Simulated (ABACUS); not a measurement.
The system is Rh.

```
Rh
1.0
     0.00000    1.89785    1.89785
     1.89785    0.00000    1.89785
     1.89785    1.89785    0.00000
Rh
1
Cartesian
  0.0000 0.0000 0.0000
```

Base run:

| Property | Result |
| --- | --- |
| Program | ABACUS 3.10.1 |
| Functional | PW91 |
| Potentials or basis | PseudoDojo NC SR 0.4.1 PBE standard |
| Cutoff | 1211 eV |
| Density cutoff | 4844 eV |
| Basis | plane waves |
| k mesh | 10 × 10 × 10 |
| Occupations | fermi-dirac, width 0.05 eV |
| Spin | no spin polarisation |

Its results: band gap on the k mesh none (metal or under the smearing width); pressure 8.4 GPa.

**Question.** The run is repeated on the same cell with these changes: functional from PW91 to RPBE. What comes out?

**Answer.** Band gap on the k mesh none (metal or under the smearing width); pressure 12.5 GPa.

RPBE binds less tightly than PW91, so the same cell stands under more pressure.

Caveats: the potentials were made for another functional, which shifts forces and pressure.
